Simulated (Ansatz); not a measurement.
**AgCl: a single-point run**

Aim: a sound single-point run of AgCl. The structure is shown as the input types it.

The COD entry's cell or inner coordinates are ideal or old and differ from later refinements, so a difference from it is no clean test against experiment.

Program: Ansatz 0.2.0. Level of theory: density functional or hybrid calculation with the settings of its input, plane waves (as first typed). These are calculated values, not measurements.

3 further runs of the same task are left out: 3 that didn't finish.

## Step 1: The system as given

The structure is cubic, space group Fm-3m (No. 225). Conventional cell: a = 5.546 Å, b = 5.546 Å, c = 5.546 Å, α = 90.00°, β = 90.00°, γ = 90.00°. Around Ag (site symmetry m-3m) lie 6 Cl at 2.77 Å. Around Cl (site symmetry m-3m) lie 6 Ag at 2.77 Å.

The input asks for a charge of +2 e on the cell.

Structure file:

```
Ag Cl
1.0
     0.00000    2.77317    2.77317
     2.77317    0.00000    2.77317
     2.77317    2.77317    0.00000
Ag Cl
1 1
Direct
  0.00000 0.00000 0.00000
  0.50000 0.50000 0.50000
```

## Step 2: The calculation

File input.yaml:

```yaml
crystal:
  lattice:
    - [0.0, 2.7731725637, 2.7731725637]
    - [2.7731725637, 0.0, 2.7731725637]
    - [2.7731725637, 2.7731725637, 0.0]
  atoms:
    - { symbol: Ag, position: [0.0, 0.0, 0.0] }
    - { symbol: Cl, position: [0.5, 0.5, 0.5] }
kpoints:
  mp_grid: { grid: [6, 6, 6] }
hamiltonian:
  xc: pbesol
scf:
  occupations: { method: fixed }
  n_extra_bands: 4
  max_iter: 83
output:
  forces: true
  stress: true
  eigenvalues: true
total_charge: 2
```

Command:

```bash
> ansatz run input.yaml --threads 4 --pin off --max-ram 3686MiB --backend cpu --events-out ev --progress --plain --runs-dir out
```

Q: Will this input give a usable result? If not, why, and what should change?

The run converged and reported no error, with warnings (band overlap at count, metallic iterate, unresolved pair at count). Its log warns: «a fill by count may have filled part of one level: at k-index 1 the highest filled band, 5.552553 eV, and the lowest empty band, 5.552553 eV, stand 1.776e-15 eV apart ...»

In the input, total_charge is 2. The typed charge changes the electron count, so this is no longer the system that was meant.

The test: delete total_charge (the default then holds).
